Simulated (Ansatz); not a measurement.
# TiC under compression and expansion

```yaml
crystal:
  lattice:
    - [0.00000, 2.16400, 2.16400]
    - [2.16400, 0.00000, 2.16400]
    - [2.16400, 2.16400, 0.00000]
  atoms:
    - { symbol: Ti, position: [0.00000, 0.00000, 0.00000] }
    - { symbol: C, position: [0.50000, 0.50000, 0.50000] }
```

The cell is COD entry 9012564, as deposited and not checked against the literature; nothing was relaxed.

Levels of theory: DFT, PBE, all-electron LAPW, scalar-relativistic (Ansatz 0.2.0); DFT, PBE, PAW with Ansatz's default frozen-core files, scalar-relativistic (Ansatz 0.2.0).

For LAPW: a Γ-centred 16×16×16 k mesh, Fermi–Dirac smearing of 0.03 eV, basis error target 1 meV/atom, no spin polarisation. PAW takes a cutoff of 420 eV at this cell. The Ansatz runs share mesh, smearing and spin set-up. Plane-wave (PAW) pressures include the program's estimate of the Pulay term.

The cell above is scaled evenly, with fractional coordinates and shape held.

```json
{"V/V(cell)": "0.9400", "V (Å³/atom)": "9.526", "P, LAPW (GPa)": "18.62", "P, PAW (GPa)": "18.63", "free energy over the lowest listed, PAW (meV/atom)": "35.3"}
{"V/V(cell)": "0.9405", "V (Å³/atom)": "9.531", "P, LAPW (GPa)": "18.44", "P, PAW (GPa)": "18.46", "free energy over the lowest listed, PAW (meV/atom)": "34.7"}
{"V/V(cell)": "0.9600", "V (Å³/atom)": "9.728", "P, LAPW (GPa)": "12.09", "P, PAW (GPa)": "12.10", "free energy over the lowest listed, PAW (meV/atom)": "15.9"}
{"V/V(cell)": "0.9700", "V (Å³/atom)": "9.830", "P, LAPW (GPa)": "9.06", "P, PAW (GPa)": "9.08", "free energy over the lowest listed, PAW (meV/atom)": "9.2"}
{"V/V(cell)": "0.9800", "V (Å³/atom)": "9.931", "P, LAPW (GPa)": "6.18", "P, PAW (GPa)": "6.20", "free energy over the lowest listed, PAW (meV/atom)": "4.4"}
{"V/V(cell)": "0.9900", "V (Å³/atom)": "10.032", "P, LAPW (GPa)": "3.44", "P, PAW (GPa)": "3.47", "free energy over the lowest listed, PAW (meV/atom)": "1.4"}
{"V/V(cell)": "1.0000", "V (Å³/atom)": "10.134", "P, LAPW (GPa)": "0.84", "P, PAW (GPa)": "0.86", "free energy over the lowest listed, PAW (meV/atom)": "0.0"}
{"V/V(cell)": "1.0100", "V (Å³/atom)": "10.235", "P, LAPW (GPa)": "-1.64", "P, PAW (GPa)": "-1.61", "free energy over the lowest listed, PAW (meV/atom)": "0.2"}
{"V/V(cell)": "1.0200", "V (Å³/atom)": "10.336", "P, LAPW (GPa)": "-4.00", "P, PAW (GPa)": "-3.97", "free energy over the lowest listed, PAW (meV/atom)": "2.0"}
{"V/V(cell)": "1.0300", "V (Å³/atom)": "10.438", "P, LAPW (GPa)": "?", "P, PAW (GPa)": "?", "free energy over the lowest listed, PAW (meV/atom)": "?"}
{"V/V(cell)": "1.0400", "V (Å³/atom)": "10.539", "P, LAPW (GPa)": "-8.37", "P, PAW (GPa)": "-8.34", "free energy over the lowest listed, PAW (meV/atom)": "9.8"}
{"V/V(cell)": "1.0600", "V (Å³/atom)": "10.742", "P, LAPW (GPa)": "-12.32", "P, PAW (GPa)": "-12.30", "free energy over the lowest listed, PAW (meV/atom)": "22.9"}
```

Problem. Fill in the row V/V(cell) = 1.0300.

Solution. P, LAPW (GPa) = -6.24, P, PAW (GPa) = -6.21, free energy over the lowest listed, PAW (meV/atom) = 5.2.

Problem. What do Birch–Murnaghan fits to the pressures give?

Solution. LAPW: V0 = 10.17 Å³/atom, B0 = 250 GPa, B0′ = 4.0; PAW: V0 = 10.17 Å³/atom, B0 = 250 GPa, B0′ = 4.0.

PAW's V0 lies 0.01 % from the all-electron value and its B0 -0.1 %. Symmetry fixes shape and coordinates here, so this is the relaxed modulus.
